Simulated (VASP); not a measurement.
Wanted: the native input for a VASP 6.6.1 run.

| Item | Value |
| --- | --- |
| Task | band structure |
| Functional | rSCAN |
| Potentials or basis | VASP PAW PBE potentials, release 64 (Au, Cu) |
| Cutoff | 520 eV |
| k mesh | 7 × 7 × 7 |
| Occupations | fermi-dirac, width 0.05 eV |
| Spin | no spin polarisation |
| Further INCAR settings | ALGO = Normal; EDIFF = 1e-07 |

The structure of Cu3Au (Auricupride) lies in POSCAR:

```
Cu3Au
1.0
    3.7400000000      0.0000000000      0.0000000000
    0.0000000000      3.7400000000      0.0000000000
    0.0000000000      0.0000000000      3.7400000000
Au Cu
1 3
Direct
    0.0000000000      0.0000000000      0.0000000000
    0.5000000000      0.5000000000      0.0000000000
    0.5000000000      0.0000000000      0.5000000000
    0.0000000000      0.5000000000      0.5000000000
```

One way to write it, as run:

INCAR

```
PREC = Accurate
ENCUT = 520
EDIFF = 1E-7
ISMEAR = -1
SIGMA = 0.05
LREAL = F
LASPH = T
NELM = 100
ALGO = Normal
ISIF = 2
LWAVE = F
LCHARG = F
LMAXMIX = 4
METAGGA = RSCAN
LMIXTAU = T
```

KPOINTS

```
regular mesh
0
Gamma
  7 7 7
```

KPOINTS_OPT

```
path GXMGRX,MR
20
line-mode
reciprocal
 0.0000000000  0.0000000000  0.0000000000  G
 0.0000000000  0.5000000000  0.0000000000  X

 0.0000000000  0.5000000000  0.0000000000  X
 0.5000000000  0.5000000000  0.0000000000  M

 0.5000000000  0.5000000000  0.0000000000  M
 0.0000000000  0.0000000000  0.0000000000  G

 0.0000000000  0.0000000000  0.0000000000  G
 0.5000000000  0.5000000000  0.5000000000  R

 0.5000000000  0.5000000000  0.5000000000  R
 0.0000000000  0.5000000000  0.0000000000  X

 0.5000000000  0.5000000000  0.0000000000  M
 0.5000000000  0.5000000000  0.5000000000  R
```

Potentials or basis: VASP PAW PBE potentials, release 64 (Au, Cu).

Launch:

```console
$ cat potpaw_PBE.64/Au/POTCAR potpaw_PBE.64/Cu/POTCAR > POTCAR
$ mpirun -np 1 vasp_std > vasp.out
```

Results of the run:

| Quantity | Value |
| --- | --- |
| Pressure | -0.2 GPa |
| Band gap along the path | none (metal or under the smearing width) |

Caveat: the PAW data sets were made with another functional, which shifts forces and pressure a little; spin-orbit coupling is left out, which moves the levels of the heavy elements.

It took 4.4 min on 1 thread of Intel(R) Xeon(R) Platinum 8375C CPU @ 2.90GHz (Ice Lake), on a shared host, peak memory 0.19 GiB.
